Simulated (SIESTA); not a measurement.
Crystal: Ge.

```
CELL_PARAMETERS angstrom
0.00000 2.82891 2.82891
2.82891 0.00000 2.82891
2.82891 2.82891 0.00000
ATOMIC_POSITIONS crystal
Ge 0.75000 0.75000 0.75000
Ge 0.50000 0.50000 0.50000
```

Base run:

```yaml
Program: SIESTA 5.4.2
Functional: PBE
Potentials_or_basis: PseudoDojo 0.4 standard (PBE files)
Basis: DZP (energy shift 0.003 Ry; two zetas on semicore shells)
Grid_cutoff: 800 Ry
Energy_shift: 0.003 Ry
k_mesh: 8 × 8 × 8
Occupations: fermi-dirac, width 0.05 eV
Spin: no spin polarisation
```

Its results: band gap on the k mesh 0.07 eV, direct; pressure 5.1 GPa.

Problem. The run is repeated on the same cell with these changes: basis from DZP (energy shift 0.003 Ry; two zetas on semicore shells) to SZ (energy shift 0.003 Ry). What comes out?

Solution. Band gap on the k mesh 0.14 eV, direct; pressure 9.5 GPa.

Caveats: the basis of atomic orbitals isn't converged, which shifts pressures, moduli and gaps; the basis has no polarisation orbitals (some runs).
